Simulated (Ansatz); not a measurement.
A run of Ansatz 0.2.0:

Contents of input.yaml:

```yaml
crystal:
  lattice:
    - [0.0, 1.964776, 1.964776]
    - [1.964776, 0.0, 1.964776]
    - [1.964776, 1.964776, 0.0]
  atoms:
    - { symbol: Zn, position: [0.0, 0.0, 0.0] }
kpoints:
  mp_grid: { grid: [12, 12, 12] }
  band_path:
    path:
      - [0.0, 0.0, 0.0]
      - [0.5, 0.0, 0.5]
      - [0.5, 0.25, 0.75]
      - [0.375, 0.375, 0.75]
      - [0.0, 0.0, 0.0]
      - [0.5, 0.5, 0.5]
      - [0.625, 0.25, 0.625]
      - [0.5, 0.25, 0.75]
    npoints: 10
scf:
  occupations: { method: fermi_dirac, width: 0.05 }
hamiltonian:
  xc: lda
  pseudopotentials: { kind: all_electron, lapw: { basis_error: 0.001 } }
output:
  forces: true
  stress: true
  eigenvalues: true
```

Potentials or basis: all-electron LAPW, scalar-relativistic.

Run with:

```console
$ ansatz run input.yaml --threads 1 --pin off --max-ram 3072MiB --backend cpu --events-out ev --progress --plain --runs-dir out
```

Hardware: 1 thread of Arm Neoverse V1, with other jobs on the host.

Q: How long does it take, and how much memory?

A: Run time: 6.4 s on 1 thread of Arm Neoverse V1, with other jobs on the host, peak memory 0.24 GiB. Counts: scf iterations 7, plane waves 137, k points 72, bands 14.
